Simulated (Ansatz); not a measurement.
**MoS2 in Ansatz: the effect of functional**

Crystal: MoS2.

```xyz
3
Lattice="1.5800 0.9122 6.1500 -1.5800 0.9122 6.1500 0.0000 -1.8244 6.1500" Properties=species:S:1:pos:R:3 pbc="T T T"
Mo    0.0000    0.0000    0.0000
S     0.0000    0.0000    7.6936
S     0.0000    0.0000    4.6125
```

Measurements of this composition are mostly on another form, of space group No. 194.

Alike in all runs:

| Item | Value |
| --- | --- |
| Program | Ansatz 0.2.0 |
| Task | band structure |
| Potentials or basis | Ansatz PAW |
| k mesh | 6 × 6 × 6 |
| Occupations | fermi-dirac, width 0.05 eV |
| Spin | no spin polarisation |

Task: One run gave: gap on the mesh 0.87 eV; pressure -2.4 GPa; largest force 0.09 eV/Å. Which functional did it use?
A. HSE06
B. RPBE
C. PBE0
D. PBE
E. LDA

Result: E.

```csv
functional,cutoff,gap on the mesh (eV),pressure (GPa),largest force (eV/Å)
LDA,420 eV (not typed: the program's choice for these potentials),0.87,-2.4,0.09
PBE,420 eV (not typed: the program's choice for these potentials),0.92,5.3,0.53
PBEsol,420 eV (not typed: the program's choice for these potentials),0.90,0.3,0.27
RPBE,420 eV (not typed: the program's choice for these potentials),0.94,8.1,0.60
revPBE,420 eV (not typed: the program's choice for these potentials),0.93,7.3,0.58
BLYP,420 eV (not typed: the program's choice for these potentials),0.92,12.9,0.94
r2SCAN,500 eV (not typed: the program's choice for these potentials),0.99,4.2,0.37
HSE06,420 eV (not typed: the program's choice for these potentials),1.38,0.6,0.09
PBE0,420 eV (not typed: the program's choice for these potentials),2.03,0.5,0.09
r2SCAN0,500 eV (not typed: the program's choice for these potentials),2.09,0.0,0.15
```

Caveats: the PAW data sets come from PBE, with cores solved anew for the run's functional, which leaves a small shift of forces and pressure (some runs); the thresholds are loose for stress (some runs).

